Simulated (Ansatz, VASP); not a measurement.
**ZnSe in VASP and in Ansatz**

Contents of INCAR:

```
SYSTEM = ZnSe
  ALGO = Normal
  EDIFF = 1E-6
  ENCUT = 520
  GGA = PS
  ISIF = 2
  ISMEAR = 0
  LASPH = .True.
  LCHARG = .False.
  LREAL = .False.
  LWAVE = .False.
  NBANDS = 16
  NELM = 60
  PREC = Accurate
  SIGMA = 0.05
```

File KPOINTS:

```
k-points
0
Gamma
  8 8 8
  0 0 0
```

The input POSCAR:

```
ZnSe
1.0
    0.0000000000      2.8338000000      2.8338000000
    2.8338000000      0.0000000000      2.8338000000
    2.8338000000      2.8338000000      0.0000000000
Zn Se
1 1
Direct
    0.0000000000      0.0000000000      0.0000000000
    0.7500000000      0.7500000000      0.7500000000
```

Input for Ansatz:

```yaml
crystal:
  lattice:
    - [0.0, 2.8338, 2.8338]
    - [2.8338, 0.0, 2.8338]
    - [2.8338, 2.8338, 0.0]
  atoms:
    - { symbol: Zn, position: [0.0, 0.0, 0.0] }
    - { symbol: Se, position: [0.75, 0.75, 0.75] }
basis:
  ecutwfc: 420
kpoints:
  mp_grid: { grid: [8, 8, 8] }
hamiltonian:
  xc: pbesol
scf:
  occupations: { method: gaussian, width: 0.05 }
output:
  forces: true
  stress: true
  eigenvalues: true
```

Alike in both runs: task single point; functional PBEsol; k mesh 8 × 8 × 8; occupations gaussian, width 0.05 eV; no spin polarisation.

```csv
,VASP,Ansatz
version,VASP 6.6.1,Ansatz 0.2.0
potentials or method,"VASP PAW PBE potentials, release 64 (Zn, Se)","scalar-relativistic, plane waves, PAW"
plane-wave cutoff (eV),520,420
valence electrons in the cell,18,28
```

|  | VASP | Ansatz | Ansatz less VASP |
| --- | --- | --- | --- |
| gap on the k mesh at the Fermi level (eV) | 1.17 | 1.17 | -0.003 |
| least direct gap on the mesh (eV) | 1.17 | 1.17 | -0.003 |
| pressure (GPa) | -0.9 | -1.1 | -0.25 |

The two sets of potentials don't hold the same shells in valence.

Caveats: the PAW data sets were made with another functional, which shifts forces and pressure a little (VASP). As with any semilocal functional, this PBEsol gap is likely too small.
